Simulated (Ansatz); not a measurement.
Se (R-3) from a database structure, relaxed with r2SCAN+rVV10, was run in the plane-wave code Ansatz under altered settings. All numbers are computed, without spin polarisation but where a row says otherwise.

```xyz
6
Lattice="5.6247 3.2475 1.4885 -5.6247 3.2475 1.4885 0.0000 -6.4949 1.4885" Properties=species:S:1:pos:R:3 pbc="T T T"
Se    0.6989    4.5012    2.4389
Se    3.5486   -2.8559    2.4389
Se   -4.2476   -1.6453    2.4389
Se   -0.6989   -4.5012    2.0267
Se   -3.5486    2.8559    2.0267
Se    4.2476    1.6453    2.0267
```

The base run's other keys:
```yaml
kpoints:
  mp_grid: { grid: [4, 4, 4] }
hamiltonian:
  xc: hse06
scf:
  occupations: { method: fixed }
  n_extra_bands: 5
```

It takes 19 iterations with 3197 plane waves at 420 eV and 14 k points, and leaves a mean stress of +0.20 GPa. The gap over this mesh is 2.151 eV. It ran on 4 threads of Arm Neoverse N1, on a shared host.

Outcomes, with energy and stress as changes against the base:
```tsv
setting	outcome	ΔF (meV/atom)	Δ mean stress (GPa)	gap on the mesh (eV)	iterations	wall time
hamiltonian.xc: cam_b3lyp	converged	–	+1.1	4.922	18	2.4 min
scf.mixing.beta: 1.0	converged	0.0	0.0	2.151	19	110 s
```
A dash marks a value that wasn't obtained or can't be compared. Stress is positive in compression. The base took 110 s.

- hamiltonian.xc: cam_b3lyp. The mean stress moves by +1.1 GPa and the gap on the mesh by +2.771 eV (to 4.922). It's another functional on the same cell, so totals aren't comparable.

Within 1 meV an atom, 0.1 GPa and 0.005 eV of the base stay: scf.mixing.beta: 1.0.

Spin-orbit coupling is left out.

The program warns that its thresholds are loose for a hybrid's stress.

The meshes of the hybrids are coarse, so their gaps aren't converged to the digits shown.
